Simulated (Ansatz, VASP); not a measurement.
# Pb in VASP and in Ansatz

File INCAR:

```
PREC = Accurate ; ENCUT = 520
EDIFF = 1E-7 ; ISMEAR = -1
SIGMA = 0.05 ; LREAL = F
LASPH = T ; NELM = 100
ALGO = Normal ; ISIF = 2
LWAVE = F ; LCHARG = F
GGA = PE ; NBANDS = 13
```

Contents of KPOINTS:

```
regular mesh
0
Gamma
  12 12 12
```

The input POSCAR:

```
Pb
1.0
    3.0827713012      0.0000000000      0.0000000000
    0.0000000000      3.0827713012      0.0000000000
    0.0000000000      0.0000000000      3.0827713012
Pb
1
Direct
    0.0000000000      0.0000000000      0.0000000000
```

Input for Ansatz:

```yaml
crystal:
  lattice:
    - [3.0827713012, 0.0, 0.0]
    - [0.0, 3.0827713012, 0.0]
    - [0.0, 0.0, 3.0827713012]
  atoms:
    - { symbol: Pb, position: [0.0, 0.0, 0.0] }
kpoints:
  mp_grid: { grid: [12, 12, 12] }
scf:
  occupations: { method: fermi_dirac, width: 0.05 }
hamiltonian:
  xc: pbe
  pseudopotentials: { kind: all_electron, lapw: { basis_error: 0.001 } }
output:
  forces: true
  stress: true
  eigenvalues: true
  populations: true
```

Change from the starting cell: volume scaled by 0.85, LAPW.

Alike in both runs: task single point; functional PBE; k mesh 12 × 12 × 12; occupations fermi-dirac, width 0.05 eV; no spin polarisation.

|  | VASP | Ansatz |
| --- | --- | --- |
| version | VASP 6.6.1 | Ansatz 0.2.0 |
| potentials or method | VASP PAW PBE potentials, release 64 (Pb_d) | all-electron LAPW, scalar-relativistic |
| plane-wave cutoff (eV) | 520 | see its input |

Ansatz gave:

| Quantity | Value |
| --- | --- |
| pressure (GPa) | 8.6 |

Question: Estimate VASP's values.

Answer: Pressure (GPa): 8.5.

Ansatz ran all-electron here, so the differences hold the error of VASP's frozen core and of both bases.

The runs have no spin-orbit coupling, so splittings on Pb are missing.
